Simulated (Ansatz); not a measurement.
# CoPtO2: properties at the relaxed cell

An exercise on one series of results from a longer session: the logs are not shown, and one member is left open.

Program: Ansatz 0.2.0. Level of theory: DFT PBEsol, scalar-relativistic, plane waves, PAW. These are calculated values, not measurements.

1 further run of the same task is left out (set aside as unsound or not needed).

## The system as given

Symmetry: R-3m, No. 166, trigonal system. Conventional cell: a = 2.810 Å, b = 2.810 Å, c = 17.697 Å, α = 90.00°, β = 90.00°, γ = 120.00°. Co (site symmetry -3m) is surrounded by 6 O at 1.89 Å. Around Pt (site symmetry -3m) lie 2 O at 1.99 Å. O (site symmetry 3m) is surrounded by 3 Co at 1.89 Å and 1 Pt at 1.99 Å.

Coordinates:

```cif
data_structure
_symmetry_space_group_name_H-M 'R-3m:H'
_symmetry_Int_Tables_number 166
_cell_length_a 2.8102
_cell_length_b 2.8102
_cell_length_c 17.6966
_cell_angle_alpha 90.000
_cell_angle_beta 90.000
_cell_angle_gamma 120.000
_cell_volume 121.03
loop_
_atom_site_label
_atom_site_type_symbol
_atom_site_symmetry_multiplicity
_atom_site_Wyckoff_symbol
_atom_site_fract_x
_atom_site_fract_y
_atom_site_fract_z
_atom_site_occupancy
Co1 Co 3 b 0.66667 0.33333 0.83333 1
Pt1 Pt 3 a 0.00000 0.00000 0.00000 1
O1 O 6 c 0.00000 0.00000 0.88776 1
```

It goes back to an entry of the Materials Project.

This cell was relaxed beforehand with the same method: volume 10.09 Å³/atom, gap on the mesh none (metal).

The first run:

The input, input.yaml:

```yaml
crystal:
  lattice:
    - [1.3908977469, 0.8030351886, 5.8392845173]
    - [-1.3908977469, 0.8030351886, 5.8392845173]
    - [0.0, -1.6060703772, 5.8392845173]
  atoms:
    - { symbol: Co, position: [0.5, 0.5, 0.5] }
    - { symbol: Pt, position: [0.0, 0.0, 0.0] }
    - { symbol: O, position: [0.8877632707, 0.8877632707, 0.8877632707] }
    - { symbol: O, position: [0.1122367293, 0.1122367293, 0.1122367293] }
basis:
  ecutwfc: 420
kpoints:
  mp_grid: { grid: [18, 18, 18] }
hamiltonian:
  xc: pbesol
scf:
  occupations: { method: gaussian, width: 0.1 }
output:
  forces: true
  stress: true
  eigenvalues: true
relax:
  adjacent_minimum: "off"
  f_tol: 0.01
  max_steps: 30
  cell: { stress_tol: 0.1, fix: [volume] }
```

The run is started by

```console
$ ansatz run input.yaml --threads 1 --pin off --max-ram 2560MiB --backend cpu --events-out ev --progress --plain --runs-dir out
```

Steps of the session up to this table: The cell scaled to 0.97 of its volume; Point at V/V0 = 1.03; Point at V/V0 = 0.94; Point at V/V0 = 1.06; The cell scaled to 0.91 of its volume; The cell scaled to 1.10 of its volume; The cell scaled to 0.88 of its volume.

One of the session's tables, all rows but one given; the rest of the session is left out.

It belongs to the step «Fit of the equation of state». 

| volume (Å³/atom) | energy above the lowest point (meV/atom) | pressure (GPa) |
| --- | --- | --- |
| 8.875 | 150.7 | 45.20 |
| 9.178 | 79.4 | 30.76 |
| 9.481 | ? | ? |
| 9.783 | 7.8 | 8.51 |
| 10.086 | 0.0 | -0.01 |
| 10.388 | 7.0 | -7.17 |
| 10.691 | 26.4 | -13.15 |
| 11.094 | 68.0 | -19.62 |

Q: Estimate the row for volume (Å³/atom) = 9.481 from the others.

Worked estimate for «energy above the lowest point (meV/atom)». A straight line through the neighbours (9.178, 79.4) and (9.783, 7.8) gives 79.4 + (7.8 − 79.4) × (9.481 − 9.178) / (9.783 − 9.178) = 43.5; a parabola fitted to 4 rows on both sides gives 33.0.

The run gave: energy above the lowest point (meV/atom): 33.1; pressure (GPa): 18.66. In «energy above the lowest point (meV/atom)» the line misses by +10.4 and the parabola by -0.1.

To keep in mind: Spin polarisation is off in the runs that give these values; a magnetic solution could lie lower.
